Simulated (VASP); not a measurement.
## Sn: equation of state with PBEsol

Crystal: Sn.

```
Sn
1.0
    -1.70737    1.70620    2.26834
     1.70737   -1.70620    2.26834
     1.70737    1.70620   -2.26834
Sn
1
Direct
  0.00000 0.00000 0.00000
```

This isn't the form of Sn at room conditions, which is tetragonal (white tin).

* Program: VASP 6.6.1
* Task: equation of state
* Functional: PBEsol
* Potentials or basis: VASP PAW PBE potentials, release 64 (Sn_d)
* Cutoff: 520 eV
* k mesh: 10 × 10 × 10
* Occupations: fermi-dirac, width 0.05 eV
* Spin: no spin polarisation
* Ladder: gaps
* Further INCAR settings: ALGO = Normal; EDIFF = 1e-06

- Equilibrium volume: 26.45 Å³/atom
- Bulk modulus at fixed shape and positions: 55 GPa
- Pressure derivative of the bulk modulus: 4.4 (rough: it moves with the points fitted)

Energy against volume, from the lowest point:
```csv
volume (Å³/atom),energy (meV/atom)
25.374,8.03
25.903,2.00
26.432,0.00
26.960,1.65
27.489,6.54
```

All runs of the series together: 110 s on 1 thread of AMD EPYC 9R45 (Zen 5), with other jobs on the host.

Caveat: the cell was scaled at fixed shape and fractional positions, which overstates the stiffness of a crystal with free parameters, most of all of layers and chains; the PAW data sets were made with another functional, which shifts forces and pressure a little.
